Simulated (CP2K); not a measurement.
# Te2Mo in CP2K: atomic charges with LDA

Aim: the atomic charges of Te2Mo with LDA.

All numbers are computed with CP2K 2026.2; they aren't measurements. Logs are shortened: lines on timing, memory, paths and dates and some standing lists are left out, and cuts for length are marked.

## 1. The slab as given

The cell holds a slab with vacuum, 6 atoms: a = 6.362 Å, b = 3.480 Å, c = 36.176 Å, α = 90.00°, β = 90.14°, γ = 90.00°.

## 2. Atomic charges, LDA

te2mo_charges.inp

```
&GLOBAL
  PROJECT te2mo_charges
  RUN_TYPE ENERGY_FORCE
  PRINT_LEVEL LOW
&END GLOBAL
&FORCE_EVAL
  METHOD QS
  STRESS_TENSOR ANALYTICAL
  &DFT
    BASIS_SET_FILE_NAME BASIS_MOLOPT_UZH
    POTENTIAL_FILE_NAME POTENTIAL_UZH
    &MGRID
      CUTOFF 675
      REL_CUTOFF 60
      NGRIDS 4
    &END MGRID
    &QS
      METHOD GPW
      EPS_DEFAULT 1.0E-9
    &END QS
    &KPOINTS
      SCHEME MONKHORST-PACK 4 8 1
      GAMMA_CENTERED T
      SYMMETRY T
      SYMMETRY_BACKEND SPGLIB
    &END KPOINTS
    &SCF
      SCF_GUESS ATOMIC
      EPS_SCF 1.0E-6
      MAX_SCF 100
      ADDED_MOS 24
      CHOLESKY OFF
      EPS_EIGVAL 1.0E-7
      &DIAGONALIZATION ON
        ALGORITHM STANDARD
      &END DIAGONALIZATION
      &MIXING ON
        METHOD BROYDEN_MIXING
        ALPHA 0.4
        BETA 1.5
        NBUFFER 8
      &END MIXING
      &SMEAR ON
        METHOD FERMI_DIRAC
        ELECTRONIC_TEMPERATURE [K] 580.226
      &END SMEAR
    &END SCF
    &XC
      &XC_FUNCTIONAL
        &LDA_X
        &END LDA_X
        &LDA_C_PW
        &END LDA_C_PW
      &END XC_FUNCTIONAL
    &END XC
    &PRINT
      &KPOINTS ON
      &END KPOINTS
      &MULLIKEN ON
      &END MULLIKEN
      &MO ON
        ENERGIES T
        OCCUPATION_NUMBERS T
        &EACH
          QS_SCF 0
        &END EACH
        ADD_LAST NUMERIC
      &END MO
      &LOWDIN ON
      &END LOWDIN
      &HIRSHFELD ON
        SHAPE_FUNCTION GAUSSIAN
      &END HIRSHFELD
      &VORONOI ON
        VORONOI_RADII COVALENT
      &END VORONOI
      &E_DENSITY_CUBE ON
        STRIDE 1
      &END E_DENSITY_CUBE
      &V_HARTREE_CUBE ON
        STRIDE 1
      &END V_HARTREE_CUBE
      &ELF_CUBE ON
        STRIDE 1
      &END ELF_CUBE
    &END PRINT
  &END DFT
  &SUBSYS
    &CELL
      ABC 6.3616090156 3.4804030600 36.1759920769
      ALPHA_BETA_GAMMA 90.0000000000 90.1357976528 90.0000000000
      PERIODIC XYZ
    &END CELL
    &COORD
      SCALED
      Te  0.4292511000 0.7500000000 0.5407035800
      Te  0.5707489000 0.2500000000 0.4592964200
      Te  0.9208478700 0.2500000000 0.5565273200
      Te  0.0791521300 0.7500000000 0.4434726800
      Mo  0.1813475600 0.2500000000 0.4974653700
      Mo  0.8186524400 0.7500000000 0.5025346300
    &END COORD
    &KIND Te
      BASIS_SET DZVP-MOLOPT-PBE-GTH-q6
      POTENTIAL GTH-PBE-q6
    &END KIND
    &KIND Mo
      BASIS_SET DZVP-MOLOPT-PBE-GTH-q14
      POTENTIAL GTH-PBE-q14
    &END KIND
    &PRINT
      &ATOMIC_COORDINATES ON
      &END ATOMIC_COORDINATES
      &CELL ON
      &END CELL
      &SYMMETRY ON
      &END SYMMETRY
    &END PRINT
  &END SUBSYS
  &PRINT
    &FORCES ON
    &END FORCES
    &STRESS_TENSOR ON
    &END STRESS_TENSOR
  &END PRINT
&END FORCE_EVAL
```

Potentials or basis: POTENTIAL_UZH Te GTH-PBE-q6, Mo GTH-PBE-q14; DZVP-MOLOPT-PBE-GTH basis.

Run with:

```sh
$ OMP_NUM_THREADS=1 mpirun -n 4 cp2k.psmp -i te2mo_charges.inp -o te2mo_charges.out
```

te2mo_charges.out:

```text

 CP2K| version string:                                       CP2K version 2026.2
 CP2K| Input file name                                         te2mo_charges.inp

 GLOBAL| Force Environment number                                              1
 GLOBAL| Basis set file name                                    BASIS_MOLOPT_UZH
 GLOBAL| Potential file name                                       POTENTIAL_UZH
 GLOBAL| MM Potential file name                                     MM_POTENTIAL
 GLOBAL| Coordinate file name                                      __STD_INPUT__
 GLOBAL| Method name                                                        CP2K
 GLOBAL| Project name                                              te2mo_charges
 GLOBAL| Run type                                                   ENERGY_FORCE
 GLOBAL| FFT library                                                       FFTW3
 GLOBAL| Diagonalization library                                       ScaLAPACK
 GLOBAL| Cholesky decomposition library                                ScaLAPACK
 GLOBAL| DGEMM library                                                      BLAS
 GLOBAL| Direct generalized diagonalization requested                          F
 GLOBAL| Matrix multiplication library                                 ScaLAPACK
 GLOBAL| Global print level                                                  LOW
 GLOBAL| Total number of message passing processes                             4
 GLOBAL| Number of threads for this process                                    1
 GLOBAL| CPU model name                                                  UNKNOWN

 CELL| Volume [angstrom^3]:                                           800.969070
 CELL| Vector a [angstrom]:       6.362     0.000     0.000   |a| =     6.361609
 CELL| Vector b [angstrom]:       0.000     3.480     0.000   |b| =     3.480403
 CELL| Vector c [angstrom]:      -0.086     0.000    36.176   |c| =    36.175992
 CELL| Angle (b,c), alpha [degree]:                                    90.000000
 CELL| Angle (a,c), beta  [degree]:                                    90.135798
 CELL| Angle (a,b), gamma [degree]:                                    90.000000
 CELL| Numerically orthorhombic:                                              NO
 CELL| Periodicity                                                           XYZ

 CELL_REF| Volume [angstrom^3]:                                       800.969070
 CELL_REF| Vector a [angstrom     6.362     0.000     0.000   |a| =     6.361609
 CELL_REF| Vector b [angstrom     0.000     3.480     0.000   |b| =     3.480403
 CELL_REF| Vector c [angstrom    -0.086     0.000    36.176   |c| =    36.175992
 CELL_REF| Angle (b,c), alpha [degree]:                                90.000000
 CELL_REF| Angle (a,c), beta  [degree]:                                90.135798
 CELL_REF| Angle (a,b), gamma [degree]:                                90.000000
 CELL_REF| Numerically orthorhombic:                                          NO
 CELL_REF| Periodicity                                                       XYZ
[... 10 lines left out ...]

  Total number of            - Atomic kinds:                                   2
                             - Atoms:                                          6
                             - Shell sets:                                     6
                             - Shells:                                        36
                             - Primitive Cartesian functions:                 28
                             - Cartesian basis functions:                    118
                             - Spherical basis functions:                    104

  Maximum angular momentum of- Orbital basis functions:                        3
                             - Local part of the GTH pseudopotential:          2
                             - Non-local part of the GTH pseudopotential:      4

 MODULE QUICKSTEP: ATOMIC COORDINATES IN ANGSTROM

   Atom Kind Element         X             Y             Z       Z(eff)     Mass
      1    1 Te   52      2.684367      2.610302     19.560433   6.0000 127.6000
      2    1 Te   52      3.591501      0.870101     16.615457   6.0000 127.6000
      3    1 Te   52      5.810357      0.870101     20.132871   6.0000 127.6000
      4    1 Te   52      0.465511      2.610302     16.043019   6.0000 127.6000
      5    2 Mo   42      1.111009      0.870101     17.996253  14.0000  95.9600
      6    2 Mo   42      5.164859      2.610302     18.179638  14.0000  95.9600

 Crystal Symmetry Information
       International Symbol:                                              P2_1/m
       Point Group Symbol:                                                   2/m
       Schoenflies Symbol:                                                 C2h^2
       Number of Symmetry Operations:                                          4

 SCF PARAMETERS         Density guess:                                    ATOMIC
[... 9 lines left out ...]
                        --------------------------------------------------------
                        level_shift [a.u.]:                             0.000000
                        added MOs                                        24    0
                        --------------------------------------------------------
[... 65 lines left out ...]
    13 Broy./Diag. 0.40E+00    0.8     0.00005994      -168.0091963443  3.85E-04
    14 Broy./Diag. 0.40E+00    0.8     0.00005438      -168.0080681961  1.13E-03
    15 Broy./Diag. 0.40E+00    0.8     0.00001225      -168.0077494306  3.19E-04
    16 Broy./Diag. 0.40E+00    0.8     0.00001826      -168.0075286111  2.21E-04
    17 Broy./Diag. 0.40E+00    0.8     0.00001430      -168.0073739209  1.55E-04
    18 Broy./Diag. 0.40E+00    0.8     0.00000963      -168.0073127869  6.11E-05
    19 Broy./Diag. 0.40E+00    0.8     0.00000535      -168.0072917128  2.11E-05
    20 Broy./Diag. 0.40E+00    0.8     0.00000141      -168.0073086696 -1.70E-05
    21 Broy./Diag. 0.40E+00    0.8     0.00000157      -168.0073300622 -2.14E-05
    22 Broy./Diag. 0.40E+00    0.8     0.00000041      -168.0073393838 -9.32E-06

  *** SCF run converged in    22 steps ***

  Electronic density on regular grids:        -52.0000000029       -0.0000000029
  Core density on regular grids:               51.9999999286       -0.0000000714
  Total charge density on r-space grids:       -0.0000000743
  Total charge density g-space grids:          -0.0000000743

  Overlap energy of the core charge distribution:               0.00000000014769
  Self energy of the core charge distribution:               -326.21236681963956
  Core Hamiltonian energy:                                     73.17993916034291
  Hartree energy:                                             107.89968942336338
  Exchange-correlation energy:                                -22.87429538904584
  Electronic entropic energy:                                  -0.00030575850745
  Fermi energy:                                                -0.05708549871663

  Total energy:                                              -168.00733938375663
  Total energy (extrapolated to T->0):                       -168.00718650450290

 MO| EIGENVALUES AND OCCUPATION NUMBERS FOR K POINT 1
 MO|
 MO|  Index      Eigenvalue [a.u.]        Eigenvalue [eV]             Occupation
 MO|      1              -2.274189             -61.883835               2.000000
 MO|      2              -2.273293             -61.859454               2.000000
 MO|      3              -1.339838             -36.458836               2.000000
 MO|      4              -1.339510             -36.449927               2.000000
 MO|      5              -1.332426             -36.257166               2.000000
 MO|      6              -1.331544             -36.233168               2.000000
[... 770 lines left out ...]
 MO|     49               0.450806              12.267060               0.000000
 MO|     50               0.475812              12.947512               0.000000
 MO| Sum:                                                              52.157193
 MO| E(Fermi):           -0.057085 a.u.         -1.553375 eV

 [... the levels of further k-points ...]

 The electron density is written in Cube    file format to the file:

 te2mo_charges-ELECTRON_DENSITY-1_0.cube

 !-----------------------------------------------------------------------------!
                     Mulliken Population Analysis

 #  Atom  Element  Kind  Atomic population                           Net charge
       1     Te       1          5.829229                              0.170771
       2     Te       1          5.829229                              0.170771
       3     Te       1          5.786872                              0.213128
       4     Te       1          5.786872                              0.213128
       5     Mo       2         14.383899                             -0.383899
       6     Mo       2         14.383899                             -0.383899
 # Total charge                             52.000000                  0.000000

 !-----------------------------------------------------------------------------!

 !-----------------------------------------------------------------------------!
                           Hirshfeld Charges

  #Atom  Element  Kind  Ref Charge     Population                    Net charge
      1       Te     1       6.000          5.563                         0.437
      2       Te     1       6.000          5.563                         0.437
      3       Te     1       6.000          5.454                         0.546
      4       Te     1       6.000          5.454                         0.546
      5       Mo     2      14.000         14.982                        -0.982
      6       Mo     2      14.000         14.982                        -0.982

  Total Charge                                                            0.000
 !-----------------------------------------------------------------------------!

 VORONOI| Collecting electron density from MPI ranks and sending to library...
 VORONOI| Voronoi integration finished.

 LOWDIN POPULATION ANALYSIS

 #  Atom  Element  Kind  Atomic population                           Net charge
       1     Te       1          5.461631                              0.538369
       2     Te       1          5.461631                              0.538369
       3     Te       1          5.364710                              0.635290
       4     Te       1          5.364710                              0.635290
       5     Mo       2         15.173659                             -1.173659
       6     Mo       2         15.173659                             -1.173659
 # Total charge                             52.000000                  0.000000

               ----- ELF is computed on the real space grid -----

 ELF is written in Cube    file format to the file:

 te2mo_charges-ELF_S1-1_0.cube

 ENERGY| Total FORCE_EVAL ( QS ) energy [hartree]           -168.007330048342169

 FORCES| Atomic forces [hartree/bohr]
 FORCES|   Atom     x               y               z               |f|
 FORCES|      1 -1.73187481E-04 -1.09388948E-12  1.54895895E-03   1.55861084E-03
 FORCES|      2  1.73170720E-04  1.09024594E-12 -1.54895839E-03   1.55860842E-03
 FORCES|      3 -1.08119462E-03 -2.23549473E-12  6.12104061E-03   6.21579600E-03
 FORCES|      4  1.08120449E-03  2.24197854E-12 -6.12104207E-03   6.21579916E-03
 FORCES|      5 -8.01189808E-04 -1.21645182E-12  8.22365285E-04   1.14812446E-03
 FORCES|      6  8.01196694E-04  1.19757662E-12 -8.22364385E-04   1.14812862E-03
 FORCES| Sum    -7.00712058E-13 -1.60349313E-14  2.02615702E-14
 FORCES| Total atomic force                                       7.01188304E-13

 STRESS| Analytical stress tensor [bar]
 STRESS|                        x                   y                   z
 STRESS|      x       -1.77319292402E+03  -1.92572629341E-06  -4.92190323950E+02
 STRESS|      y       -1.92572629341E-06  -4.13745494319E+02  -7.55652452207E-07
 STRESS|      z       -4.92190323950E+02  -7.55652452207E-07   3.02869494970E+03
 STRESS| 1/3 Trace                                             2.80585510453E+02
 STRESS| Determinant                                           2.32223420526E+09

 STRESS| Eigenvectors and eigenvalues of the analytical stress tensor [bar]
 STRESS|                        1                   2                   3
 STRESS| Eigenvalues  -1.82312293393E+03  -4.13745494319E+02   3.07862495961E+03
 STRESS|      x           0.994893881576     -0.000000001418     -0.100926529728
 STRESS|      y           0.000000001409      1.000000000000     -0.000000000160
 STRESS|      z           0.100926529728      0.000000000017      0.994893881576
```

Wall time 25 s (4 MPI ranks of Arm Neoverse V1, shared host).

Results:

- Free energy: -4571.7119 eV
- Largest force: 0.320 eV/Å
- Band gap on the k mesh: none (metal or under the smearing width)
- Mulliken charges: Te +0.17, +0.21; Mo -0.38 e
- Hirshfeld charges: Te +0.44, +0.55; Mo -0.98 e
- Voronoi charges: Te +0.11, +0.21, +0.22; Mo -0.32 e

Forces on the atoms (eV/Å):
```
Te  -0.009  0.000  0.080
Te   0.009  0.000 -0.080
Te  -0.056  0.000  0.315
Te   0.056  0.000 -0.315
Mo  -0.041  0.000  0.042
Mo   0.041  0.000 -0.042
```

Stress tensor (GPa, compression positive):
```
-0.18  0.00 -0.05
 0.00 -0.04  0.00
-0.05  0.00  0.30
```

Caveat: Hirshfeld charges from Gaussian shapes aren't those from atomic densities; Mulliken charges move with the basis; the potentials were made for another functional, which shifts forces and pressure; the basis of atomic orbitals isn't converged, which shifts pressures, moduli and gaps. Spin-orbit coupling is left out, which matters for the levels of Te.
